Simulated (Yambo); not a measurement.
# BN (R3m) in Yambo: notebook

Runs on BN. Level: PBEsol. Tasks: optical spectrum.

Program: Yambo 5.3.0. These are calculated values, not measurements. Logs are shortened: lines on timing, memory, paths and dates and some standing lists are left out, and cuts for length are marked.

## (1) Starting point

It takes space group R3m (No. 160, trigonal). Conventional cell: a = 2.502 Å, b = 2.502 Å, c = 10.119 Å, α = 90.00°, β = 90.00°, γ = 120.00°. N (site symmetry 3m) has 3 B at 1.44 Å as nearest neighbours. Around B (site symmetry 3m) lie 3 N at 1.44 Å.

The cell is a database's computed one.

## (2) Optical spectrum, PBEsol

The input, optics0.in:

```
optics
chi
Chimod= "IP"
% BndsRnXd
 1 | 19 |
%
% LongDrXd
 0 | 1 | 0 |
%
% QpntsRXd
 1 | 1 |
%
% EnRngeXd
 0 | 15 | eV
%
% DmRngeXd
 0.05 | 0.05 | eV
%
ETStpsXd= 200
```

The input, scf.in:

```
&CONTROL
  calculation = 'scf'
  prefix = 'pwscf'
  outdir = './tmp'
  pseudo_dir = './pseudo'
/
&SYSTEM
  ibrav = 0
  nat = 2
  ntyp = 2
  ecutwfc = 84
  nbnd = 9
  occupations = 'smearing'
  smearing = 'fd'
  degauss = 0.00367493
  force_symmorphic = .true.
/
&ELECTRONS
  conv_thr = 4d-10
  electron_maxstep = 120
  mixing_beta = 0.5
/
ATOMIC_SPECIES
N     14.0070 N.upf
B     10.8100 B.upf
CELL_PARAMETERS angstrom
   1.2511217832    0.7223354983    3.3729344033
  -1.2511217832    0.7223354983    3.3729344033
   0.0000000000   -1.4446709966    3.3729344033
ATOMIC_POSITIONS crystal
N      0.6672382000    0.6672382000    0.6672382000
B      0.0003288000    0.0003288000    0.0003288000
K_POINTS automatic
18 18 18 0 0 0
```

The input, nscf.in:

```
&CONTROL
  calculation = 'nscf'
  prefix = 'pwscf'
  outdir = './tmp'
  pseudo_dir = './pseudo'
/
&SYSTEM
  ibrav = 0
  nat = 2
  ntyp = 2
  ecutwfc = 84
  nbnd = 29
  occupations = 'fixed'
  force_symmorphic = .true.
/
&ELECTRONS
  conv_thr = 1d-08
  diago_full_acc = .true.
  diago_thr_init = 1d-06
/
ATOMIC_SPECIES
N     14.0070 N.upf
B     10.8100 B.upf
CELL_PARAMETERS angstrom
   1.2511217832    0.7223354983    3.3729344033
  -1.2511217832    0.7223354983    3.3729344033
   0.0000000000   -1.4446709966    3.3729344033
ATOMIC_POSITIONS crystal
N      0.6672382000    0.6672382000    0.6672382000
B      0.0003288000    0.0003288000    0.0003288000
K_POINTS automatic
18 18 18 0 0 0
```

Potentials or basis: PseudoDojo 0.4.1 SR PBEsol standard.

Launch:

```sh
$ OMP_NUM_THREADS=1 pw.x -in scf.in > scf.out
$ OMP_NUM_THREADS=1 pw.x -in nscf.in > nscf.out
$ cd tmp/pwscf.save; p2y; mv SAVE ../..; cd ../..
$ OMP_NUM_THREADS=1 yambo
$ OMP_NUM_THREADS=1 yambo -F optics0.in -J optics0 -C optics0_out
```

Yambo's report:

```text
[... sections 02.01 to 02.04 as in the set-up run ...]

[... 5 lines left out ...]
  [X] Bosonic    Temperature                        :  0.000000  0.000000 [eV K]
  [X] Finite Temperature mode                       : no
  [X] El. density                                   :  0.43741E+24 [cm-3]
  [X] Fermi Level                                   :  4.513077 [eV]

  [X] === Gaps and Widths ===
  [X] Conduction Band Min                           :  4.168752 [eV]
  [X] Valence Band Max                              :  0.000000 [eV]
  [X] Filled Bands                                  :   4
  [X] Empty Bands                                   :   5  29
  [X] Direct Gap                                    :  4.654885 [eV]
  [X] Direct Gap localized at k                     :   82
  [X] Indirect Gap                                  :  4.168752 [eV]
  [X] Indirect Gap between kpts                     :  186   91
  [X] Last valence band width                       :  3.933214 [eV]
  [X] 1st conduction band width                     :  5.755652 [eV]

 [03] Transferred momenta grid and indexing
 ==========================================

 IBZ Q-points                                      :   580
 BZ  Q-points                                      :   5832

 K/Q-points units:
 rlu = crystal or reduced units; cc = cartesian coordinates; iku = interal k-units

 Q [  1]        [rlu]:  0.000000  0.000000  0.000000
 Q [  2]        [rlu]: -0.13767E-17 -0.13767E-17  0.55556E-01
 Q [  3]        [rlu]:  0.41856E-17  0.41856E-17  0.11111
 Q [  4]        [rlu]:  0.65790E-17  0.65790E-17  0.16667
 Q [  5]        [rlu]: -0.55067E-17 -0.55067E-17  0.22222
 Q [  6]        [rlu]:  0.53300E-16  0.53300E-16  0.27778
[... 42 lines left out ...]
 Q [ 49]        [rlu]:  0.26316E-16  0.16667      0.50000
 Q [ 50]        [rlu]:  0.14731E-16  0.16667      0.55556

 Remaining 530 points informations can be written running with -fatlog

 [WARNING] [Xd] User bands 1-19 break level degeneracy

 [04] Dipoles
 ============

  [04.01] Setup: observables and procedures
  =========================================

  [WF-Oscillators/G space/Transverse up loader] Normalization (few states)  min/max  :  0.66199E-17   1.0000

  [WR./optics0//ndb.dipoles]------------------------------------------------------
   Brillouin Zone Q/K grids (IBZ/BZ)                :    580   5832    580   5832
   RL vectors                                       :  2379 [WF]
   Fragmentation                                    : yes
   Electronic Temperature                           :  0.000000 [K]
   Bosonic    Temperature                           :  0.000000 [K]
   DIP band range                                   :   1  19
   DIP band range limits                            :   4   5
   DIP e/h energy range                             : -1.000000 -1.000000 [eV]
   RL vectors in the sum                            :  2379
   [r,Vnl] included                                 : yes
   Bands ordered                                    : yes
   Direct v evaluation                              : no
   Approach used                                    : G-space v
   Dipoles computed                                 : R V P [G-space]
   Wavefunctions                                    : Perdew, Burke & Ernzerhof SOL(X)+Perdew, Burke & Ernzerhof SOL(C)

  [WARNING] [r,Vnl^pseudo] included in position and velocity dipoles.

  [WARNING] In case H contains other non local terms, these are neglected

 [05] Optics
 ===========

 [X-CG] R(p) Tot o/o(of R):    28717   349920      100
```

o-optics0.eps_q1_ip:

```text
# Absorption @ Q(1):   0.00000000      1.00000000      0.00000000    [q->0 direction]
#
# [ X ] Hartree size                              :  1
# [GEN] GF Energies                               : Perdew, Burke & Ernzerhof SOL(X)+Perdew, Burke & Ernzerhof SOL(C)
# [GEN] Green`s Function                          : T-ordered
#
# [GEN] Gauge                                     : Length
# [GEN] [r,Vnl] included                          : yes
#
#    E[1] [eV]          Im(eps)            Re(eps)
#
        0.000000           0.025496           4.845307
        0.075377           0.025508           4.845761
        0.150754           0.025543           4.847126
        0.226131           0.025602           4.849404
        0.301508           0.025684           4.852600
        0.376884           0.025791           4.856721
[... 192 lines left out ...]
        14.92462           4.736136           0.011666
        15.00000           4.424685          -0.713041
#
```

Wall time 11 min (1 thread of Arm Neoverse V1, shared host); peak memory 0.42 GiB.

Results:

| Property | Result |
| --- | --- |
| Band gap on the k mesh, mean-field level | 4.17 eV, indirect (least direct gap 4.65 eV) |
| Absorption peak | 5.35 eV |
| Electronic dielectric constant along the field | 4.85 |

Dielectric function (along the field direction of the input):
| energy (eV) | real part | imaginary part |
| --- | --- | --- |
| 0.30 | 4.85 | 0.03 |
| 0.68 | 4.88 | 0.03 |
| 1.06 | 4.94 | 0.03 |
| 1.43 | 5.02 | 0.03 |
| 1.81 | 5.14 | 0.03 |
| 2.19 | 5.29 | 0.04 |
| 2.56 | 5.51 | 0.05 |
| 2.94 | 5.80 | 0.06 |
| 3.32 | 6.21 | 0.08 |
| 3.69 | 6.82 | 0.11 |
| 4.07 | 7.85 | 0.20 |
| 4.45 | 10.19 | 0.58 |
| 4.82 | 12.95 | 9.71 |
| 5.20 | 8.16 | 6.58 |
| 5.58 | 3.37 | 10.55 |
| 5.95 | -2.55 | 9.36 |
| 6.33 | -0.66 | 5.42 |
| 6.71 | -1.92 | 3.88 |
| 7.09 | -0.70 | 3.07 |
| 7.46 | -0.04 | 1.96 |
| 7.84 | 0.35 | 1.44 |
| 8.22 | 0.65 | 1.30 |
| 8.59 | 1.08 | 0.90 |
| 8.97 | 1.37 | 0.91 |
| 9.35 | 1.49 | 0.63 |
| 9.72 | 1.97 | 0.73 |
| 10.10 | 2.33 | 0.69 |
| 10.48 | 2.49 | 0.62 |
| 10.85 | 2.87 | 0.52 |
| 11.23 | 3.21 | 0.50 |
| 11.61 | 3.66 | 0.47 |
| 11.98 | 4.28 | 0.78 |
| 12.36 | 5.10 | 0.76 |
| 12.74 | 6.43 | 1.16 |
| 13.12 | 8.01 | 4.96 |
| 13.49 | 6.74 | 9.62 |
| 13.87 | 3.71 | 7.84 |
| 14.25 | 1.57 | 8.84 |
| 14.62 | -2.35 | 4.26 |
| 15.00 | -0.71 | 4.42 |

Caveat: independent-particle spectra lack excitons.

## (3) Optical spectrum, PBEsol

The input, optics1.in:

```
optics
chi
Chimod= "HARTREE"
% BndsRnXd
 1 | 19 |
%
NGsBlkXd= 2 Ry
% LongDrXd
 0 | 1 | 0 |
%
% QpntsRXd
 1 | 1 |
%
% EnRngeXd
 0 | 15 | eV
%
% DmRngeXd
 0.05 | 0.05 | eV
%
ETStpsXd= 200
```

scf.in is that of step 2.

nscf.in is that of step 2.

Potentials or basis: PseudoDojo 0.4.1 SR PBEsol standard.

Launch:

```sh
$ OMP_NUM_THREADS=1 pw.x -in scf.in > scf.out
$ OMP_NUM_THREADS=1 pw.x -in nscf.in > nscf.out
$ cd tmp/pwscf.save; p2y; mv SAVE ../..; cd ../..
$ OMP_NUM_THREADS=1 yambo
$ OMP_NUM_THREADS=1 yambo -F optics1.in -J optics1 -C optics1_out
```

Yambo's report:

```text
[... sections 02.01 to 02.04 as in the set-up run ...]

[... 5 lines left out ...]
  [X] Bosonic    Temperature                        :  0.000000  0.000000 [eV K]
  [X] Finite Temperature mode                       : no
  [X] El. density                                   :  0.43741E+24 [cm-3]
  [X] Fermi Level                                   :  4.513077 [eV]

  [X] === Gaps and Widths ===
  [X] Conduction Band Min                           :  4.168752 [eV]
  [X] Valence Band Max                              :  0.000000 [eV]
  [X] Filled Bands                                  :   4
  [X] Empty Bands                                   :   5  29
  [X] Direct Gap                                    :  4.654885 [eV]
  [X] Direct Gap localized at k                     :   82
  [X] Indirect Gap                                  :  4.168752 [eV]
  [X] Indirect Gap between kpts                     :  186   91
  [X] Last valence band width                       :  3.933214 [eV]
  [X] 1st conduction band width                     :  5.755652 [eV]

 [03] Transferred momenta grid and indexing
 ==========================================

 IBZ Q-points                                      :   580
 BZ  Q-points                                      :   5832

 K/Q-points units:
 rlu = crystal or reduced units; cc = cartesian coordinates; iku = interal k-units

 Q [  1]        [rlu]:  0.000000  0.000000  0.000000
 Q [  2]        [rlu]: -0.13767E-17 -0.13767E-17  0.55556E-01
 Q [  3]        [rlu]:  0.41856E-17  0.41856E-17  0.11111
 Q [  4]        [rlu]:  0.65790E-17  0.65790E-17  0.16667
 Q [  5]        [rlu]: -0.55067E-17 -0.55067E-17  0.22222
 Q [  6]        [rlu]:  0.53300E-16  0.53300E-16  0.27778
[... 42 lines left out ...]
 Q [ 49]        [rlu]:  0.26316E-16  0.16667      0.50000
 Q [ 50]        [rlu]:  0.14731E-16  0.16667      0.55556

 Remaining 530 points informations can be written running with -fatlog

 [WARNING] [Xd] User bands 1-19 break level degeneracy

 [04] Dipoles
 ============

  [04.01] Setup: observables and procedures
  =========================================

  [WF-Oscillators/G space/Transverse up loader] Normalization (few states)  min/max  :  0.66199E-17   1.0000

  [WR./optics1//ndb.dipoles]------------------------------------------------------
   Brillouin Zone Q/K grids (IBZ/BZ)                :    580   5832    580   5832
   RL vectors                                       :  2379 [WF]
   Fragmentation                                    : yes
   Electronic Temperature                           :  0.000000 [K]
   Bosonic    Temperature                           :  0.000000 [K]
   DIP band range                                   :   1  19
   DIP band range limits                            :   4   5
   DIP e/h energy range                             : -1.000000 -1.000000 [eV]
   RL vectors in the sum                            :  2379
   [r,Vnl] included                                 : yes
   Bands ordered                                    : yes
   Direct v evaluation                              : no
   Approach used                                    : G-space v
   Dipoles computed                                 : R V P [G-space]
   Wavefunctions                                    : Perdew, Burke & Ernzerhof SOL(X)+Perdew, Burke & Ernzerhof SOL(C)

  [WARNING] [r,Vnl^pseudo] included in position and velocity dipoles.

  [WARNING] In case H contains other non local terms, these are neglected

 [05] Optics
 ===========

 [X-CG] R(p) Tot o/o(of R):    28717   349920      100
```

Wall time 11 min (1 thread of Arm Neoverse V1, shared host); peak memory 2.7 GiB.

Results:

| Property | Result |
| --- | --- |
| Band gap on the k mesh, mean-field level | 4.17 eV, indirect (least direct gap 4.65 eV) |
| Absorption peak | 5.80 eV |
| Electronic dielectric constant along the field | 4.68 |
| Electronic dielectric constant along the field, independent particles | 4.85 |

Dielectric function (along the field direction of the input):
| energy (eV) | real part | imaginary part |
| --- | --- | --- |
| 0.30 | 4.68 | 0.02 |
| 0.75 | 4.72 | 0.02 |
| 1.28 | 4.80 | 0.03 |
| 1.81 | 4.95 | 0.03 |
| 2.26 | 5.13 | 0.04 |
| 2.79 | 5.44 | 0.05 |
| 3.32 | 5.93 | 0.07 |
| 3.84 | 6.80 | 0.12 |
| 4.30 | 8.38 | 0.29 |
| 4.82 | 12.35 | 8.01 |
| 5.35 | 9.32 | 11.50 |
| 5.80 | 1.39 | 12.41 |
| 6.33 | -0.36 | 5.39 |
| 6.86 | -0.70 | 2.91 |
| 7.39 | -0.07 | 2.02 |
| 7.84 | 0.36 | 1.44 |
| 8.37 | 0.59 | 1.08 |
| 8.89 | 1.24 | 0.86 |
| 9.42 | 1.74 | 0.78 |
| 9.87 | 2.18 | 0.46 |
| 10.40 | 2.35 | 0.57 |
| 10.93 | 2.79 | 0.53 |
| 11.38 | 3.10 | 0.56 |
| 11.91 | 3.98 | 0.63 |
| 12.44 | 5.16 | 0.67 |
| 12.96 | 8.28 | 2.77 |
| 13.42 | 6.78 | 6.08 |
| 13.94 | 3.53 | 8.01 |
| 14.47 | -1.92 | 10.72 |
| 15.00 | -0.46 | 4.33 |

Caveat: these spectra lack excitons.
